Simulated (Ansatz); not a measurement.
**Ni: the crystal squeezed far**

The task here is to estimate one member of a computed series from the others.

Program: Ansatz 0.2.0. Level of theory: DFT PBE, with the methods named in each step. These are calculated values, not measurements.

### The structure to begin with

It takes space group Fd-3m (No. 227, cubic). Conventional cell: a = 4.777 Å, b = 4.777 Å, c = 4.777 Å, α = 90.00°, β = 90.00°, γ = 90.00°. Around Ni (site symmetry -43m) lie 4 Ni at 2.07 Å.

Coordinates:

```xyz
2
Lattice="0.0000 2.3883 2.3883 2.3883 0.0000 2.3883 2.3883 2.3883 0.0000" Properties=species:S:1:pos:R:3 pbc="T T T"
Ni   -0.5971   -0.5971   -0.5971
Ni    0.5971    0.5971    0.5971
```

Whether this phase is the stable one at these pressures isn't tested.

Atoms are numbered in the order of the input: Ni1, Ni2.

Set-up of the first run:

Contents of input.yaml:

```yaml
crystal:
  lattice:
    - [0.0, 2.3882820004, 2.3882820004]
    - [2.3882820004, 0.0, 2.3882820004]
    - [2.3882820004, 2.3882820004, 0.0]
  atoms:
    - { symbol: Ni, position: [-0.125, -0.125, -0.125], spin: 1.0 }
    - { symbol: Ni, position: [0.125, 0.125, 0.125], spin: 1.0 }
magnetization:
  spin_polarized: true
kpoints:
  mp_grid: { grid: [14, 14, 14] }
scf:
  occupations: { method: fermi_dirac, width: 0.1 }
hamiltonian:
  xc: pbe
  pseudopotentials: { kind: paw }
output:
  forces: true
  stress: true
relax:
  f_tol: 0.005
  max_steps: 40
  cell: {}
```

Run with:

```
> ansatz run input.yaml --threads 1 --pin off --max-ram 3072MiB --backend cpu --events-out ev --progress --plain --runs-dir out
```

Among the steps run: Cell relaxed at zero pressure, PAW; Volume scaled by 1, PAW; Volume scaled by 0.9, PAW; Volume scaled by 0.8, PAW; Volume scaled by 0.7, PAW; Volume scaled by 0.6, PAW; Volume scaled by 0.6, PAW (cutoff 300 eV); Volume scaled by 0.5, PAW; Volume scaled by 0.4, PAW; Volume scaled by 0.4, PAW (level accurate).

One table of the session follows, with a row left open; its other results are not shown here.

| method | volume over the first | volume (Å³/atom) | pressure (GPa) | moment Ni1 (μB) |
| --- | --- | --- | --- | --- |
| PAW | 1 | 16.633 | -0.01 | 0.83 |
| PAW | 0.9 | ? | ? | ? |
| PAW | 0.8 | 13.306 | 34.21 | 0.80 |
| PAW | 0.7 | 11.643 | 75.00 | 0.77 |
| PAW | 0.6 | 9.980 | 153.63 | 0.72 |
| PAW | 0.5 | 8.316 | 311.87 | 0.54 |
| PAW | 0.4 | 6.653 | 644.84 | 0.00 |
| PAW (cutoff 300 eV) | 0.6 | 9.980 | 153.88 | 0.72 |
| PAW (level accurate) | 0.4 | 6.653 | 690.45 | 0.00 |

Estimate the missing values for PAW, 0.9.

As computed: volume (Å³/atom): 14.969; pressure (GPa): 12.18; moment Ni1 (μB): 0.81. In the column «volume (Å³/atom)» it lies between PAW, 0.8 (13.306) and PAW, 1 (16.633).

Limits of these values: Other magnetic orders may lie lower; this is the state that the run reached. Warnings in the runs' records: seeded moment not kept, cutoff below recommended.
